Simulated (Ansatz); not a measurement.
Crystal: Te2Mo.

```
Te Mo
1.0
     6.33000    0.00000    0.00000
     0.00000    3.46900    0.00000
    -0.94679    0.00000   13.82762
Te Mo
8 4
Direct
  0.94370 0.75000 0.60450
  0.05630 0.25000 0.39550
  0.90300 0.25000 0.85140
  0.09700 0.75000 0.14860
  0.41120 0.75000 0.89550
  0.58880 0.25000 0.10450
  0.44320 0.25000 0.64840
  0.55680 0.75000 0.35160
  0.81670 0.75000 0.99260
  0.18330 0.25000 0.00740
  0.68190 0.25000 0.49340
  0.31810 0.75000 0.50660
```

- Program: Ansatz 0.2.0
- Task: relaxation of cell and atoms
- Functional: PBE
- Dispersion: D4
- Potentials or basis: Ansatz PAW
- Cutoff: 420 eV (not typed: the program's choice for these potentials)
- k mesh: 3 × 6 × 2
- Occupations: fermi-dirac, width 0.05 eV
- Spin: no spin polarisation

At the start: volume 25.30 Å³/atom.

Q: Where does the relaxation end?

A: It ends after 7 steps and the volume is 24.41 Å³/atom (-3.5 %); space group P2_1/m (No. 11, to 0.05 Å).

Step by step:
```csv
step,energy change (eV),largest force (eV/Å),volume (Å³)
1,0.0000,0.2036,303.64
2,-0.0397,0.0642,297.85
3,-0.0492,0.1006,294.32
4,-0.0540,0.1580,292.83
5,-0.0571,0.0089,292.94
6,-0.0573,0.0115,292.91
7,-0.0552,0.0115,292.91
```

Final structure:
```
Te Mo
1.0
     6.34145    0.00000   -0.01845
     0.00000    3.46980    0.00000
    -0.98882    0.00000   13.31498
Te Mo
8 4
Cartesian
  5.4084 2.6023 8.0643
  -0.0558 0.8674 5.2322
  4.8745 0.8674 11.2388
  0.4781 2.6023 2.0577
  1.7161 2.6023 11.8869
  3.6366 0.8674 1.4096
  2.1687 0.8674 8.7011
  3.1839 2.6023 4.5955
  4.2027 2.6023 13.1991
  1.1500 0.8674 0.0974
  3.8268 0.8674 6.5626
  1.5258 2.6023 6.7339
```

Caveat: the plane-wave basis is chosen anew once the cell has moved, so the energies of steps on either side of that aren't comparable; pairwise dispersion overbinds metals, which lowers pressure and volume.
